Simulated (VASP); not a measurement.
Write the native input for VASP 6.6.1 that does the following.

```yaml
Task: relaxation of cell and atoms
Functional: PBE
Potentials_or_basis: VASP PAW PBE potentials, release 64 (Na_pv, H)
Cutoff: 600 eV
k_mesh: 4 × 4 × 4
Occupations: gaussian, width 0.1 eV
Spin: no spin polarisation
Dipole_correction: no
Further_INCAR_settings: ALGO = Fast; EDIFF = 1e-06; IBRION = 2; EDIFFG = -0.04; NSW = 90; ISIF = 3
```

The structure of NaH6 lies in POSCAR:

```
NaH6
1.0
    3.7928496700      0.0000000000      0.0000000000
    0.0000000000      3.7928496700      0.0000000000
    0.0000000000      0.0000000000      3.7928496700
Na H
1 6
Direct
    0.5000000000      0.5000000000      0.5000000000
    0.0000000000      0.5000000000      0.5000000000
    0.5000000000      0.0000000000      0.5000000000
    0.5000000000      0.5000000000      0.0000000000
    0.5000000000      0.0000000000      0.0000000000
    0.0000000000      0.5000000000      0.0000000000
    0.0000000000      0.0000000000      0.5000000000
```

The cell was built by a generator and needn't be a form met in nature.

The cell isn't the ideal one: random cell by space group and Wyckoff sites (Pm-3m, No. 221).

These files were run (other wordings do the same):

INCAR

```
ALGO     = Fast           # electronic algorithm
EDIFF    = 1E-6           # SCF threshold, eV
EDIFFG   = -0.04          # ionic threshold
ENCUT    = 600            # plane-wave cutoff, eV
GGA      = PE             # functional
IBRION   = 2              # ionic algorithm
ISIF     = 3              # what is computed and relaxed
ISMEAR   = 0              # smearing method
LASPH    = T              # aspherical terms in the spheres
LCHARG   = F              # write CHGCAR
LREAL    = F              # projectors in reciprocal space
LWAVE    = F              # write WAVECAR
NELM     = 80             # most SCF steps
NSW      = 90             # ionic steps
PREC     = Accurate       # precision mode
SIGMA    = 0.1            # smearing width, eV
```

KPOINTS

```
k-points
0
Gamma
  4 4 4
```

Potentials or basis: VASP PAW PBE potentials, release 64 (Na_pv, H).

Launch:

```console
$ cat potpaw_PBE.64/Na_pv/POTCAR potpaw_PBE.64/H/POTCAR > POTCAR
$ mpirun -np 1 vasp_std > vasp.out
```

It gave:

| Quantity | Value |
| --- | --- |
| Relaxed volume | 7.01 Å³/atom |
| Relaxed cell | a = 3.661 Å, b = 3.661 Å, c = 3.661 Å, α = 90.00°, β = 90.00°, γ = 90.00° |
| Space group after relaxing (to 0.05 Å) | Pm-3m (No. 221) |
| Energy gained by relaxing | 12.2 meV/atom |
| Ionic steps | 3 |
| Pressure after relaxing | -0.5 GPa |
| Band gap on the k mesh | none (metal or under the smearing width) |

Caveat: the k mesh is coarse (spacing up to 0.41 Å⁻¹), so the values aren't converged.

Wall time 18 s on 1 thread of Intel(R) Xeon(R) Platinum 8488C (Sapphire Rapids) (shared host), peak memory 0.15 GiB.
